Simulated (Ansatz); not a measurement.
WC: stationary points along a deformation path

All numbers below come from DFT PBEsol, scalar-relativistic, plane waves, PAW in Ansatz 0.2.0. Settings: plane waves to 420 eV, k-mesh 26×26×26 (Γ-centred), Gaussian smearing 0.15 eV. Spin–orbit coupling is left out, which can shift energies with elements as heavy as these. No spin polarisation. Energies are free energies at this smearing, counted from the undisturbed cell; pressure is positive in compression.

Zero of the scan (relaxed at this level; this rock-salt form isn't the usual structure):

```
CELL_PARAMETERS angstrom
0.00000 2.17269 2.17269
2.17269 0.00000 2.17269
2.17269 2.17269 0.00000
ATOMIC_POSITIONS crystal
W 0.00000 0.00000 0.00000
C 0.50000 0.50000 0.50000
```

At fixed volume and fractional coordinates, lengths along (0.000, 0.000, 1.000) are scaled against those across it; ρ is that ratio over its starting value. V = 10.256 Å³/atom. Δσ is the stress along the axis less the mean stress across it (compression positive).

```csv
ρ,ΔE (meV/atom),Δσ (GPa),space group
0.707,2369.0,357.94,I4/mmm
0.850,432.2,136.57,I4/mmm
1.000,0.0,0.00,Fm-3m
1.200,355.0,-83.77,I4/mmm
1.414,1172.1,-151.19,I4/mmm
```

Q: How does the stress give the slope of the energy, and where is the energy stationary?

A: Along the path d ln(length) is 2/3 d ln ρ on the axis and −1/3 d ln ρ across it, so dE/d ln ρ = −(2/3) V Δσ: the energy falls with ρ where Δσ is positive. Δσ vanishes or changes sign at ρ = 1.000 (Fm-3m), a minimum at 0.0 meV/atom. Pairs of stationary points between two samples would go unseen, and could change a minimum read from distant neighbours into a maximum. At ρ = 1.000 the cell is cubic, where symmetry alone makes the stress isotropic and the slope zero.

In a metal these slopes depend on the k mesh and the smearing.

Cost: 5 runs of about 2.2 core-minutes in all, on Arm Neoverse V1 (shared hosts).